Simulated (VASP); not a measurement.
**MgS in VASP 6.6.1, single-point calculation**

INCAR

```
ENCUT = 520
NELECT = 7
LCHARG = .FALSE.
ISIF = 2
GGA = PE
IBRION = -1
NELM = 68
EDIFF = 1E-7
NSW = 0
LWAVE = .FALSE.
LREAL = .FALSE.
LASPH = .TRUE.
SIGMA = 0.02
NBANDS = 11
PREC = Accurate
ISMEAR = -1
```

KPOINTS

```
KPOINTS created by Atomic Simulation Environment
0
Gamma
8 8 8
0 0 0
```

POSCAR

```
Mg S
 1.0000000000000000
     0.0000000000000000    2.4714420401999999    2.4714420401999999
     2.4714420401999999    0.0000000000000000    2.4714420401999999
     2.4714420401999999    2.4714420401999999    0.0000000000000000
 Mg  S
   1   1
Cartesian
  0.0000000000000000  0.0000000000000000  0.0000000000000000
  2.4714420401999999  2.4714420401999999  2.4714420401999999
```

The recommended PBE PAW datasets give the neutral cell 8 valence electrons.

Command

```
mpirun -np 1 vasp_std
```

Predict the outcome of this run.

It converged. Results: pressure -33.0 GPa.

OSZICAR

```
N       E                     dE             d eps       ncg     rms          rms(c)
DAV:   1     0.115829030231E+02    0.11583E+02   -0.30899E+03   662   0.484E+02
DAV:   2    -0.113845222860E+02   -0.22967E+02   -0.22431E+02   821   0.876E+01
DAV:   3    -0.122771598230E+02   -0.89264E+00   -0.88084E+00   818   0.177E+01
DAV:   4    -0.122820474180E+02   -0.48876E-02   -0.48874E-02   768   0.153E+00
DAV:   5    -0.122820830870E+02   -0.35669E-04   -0.35669E-04   774   0.123E-01    0.479E+00
DAV:   6    -0.126004413125E+02   -0.31836E+00   -0.21118E-01   746   0.181E+00    0.233E+00
DAV:   7    -0.125959952782E+02    0.44460E-02   -0.23102E-02   722   0.838E-01    0.982E-01
DAV:   8    -0.125976678859E+02   -0.16726E-02   -0.81652E-03   748   0.492E-01    0.168E-01
DAV:   9    -0.125973538914E+02    0.31399E-03   -0.60753E-04   752   0.103E-01    0.547E-02
DAV:  10    -0.125973306221E+02    0.23269E-04   -0.90833E-04   734   0.124E-01    0.999E-02
DAV:  11    -0.125973330328E+02   -0.24107E-05   -0.12897E-05   756   0.234E-02    0.116E-01
DAV:  12    -0.125972917867E+02    0.41246E-04   -0.96759E-05   725   0.391E-02    0.593E-02
DAV:  13    -0.125972903937E+02    0.13930E-05   -0.13214E-05   758   0.168E-02    0.231E-02
DAV:  14    -0.125972903070E+02    0.86616E-07   -0.14393E-07   599   0.197E-03
   1 F= -.12597290E+02 E0= -.12595948E+02  d E =-.268452E-02
```

The cell is charged and sits in a uniform background.

For comparison, a separate PBE run of the intended cell, on usual settings and not on those above, gives a gap of 3.09 eV on its mesh and a pressure of 17.3 GPa.
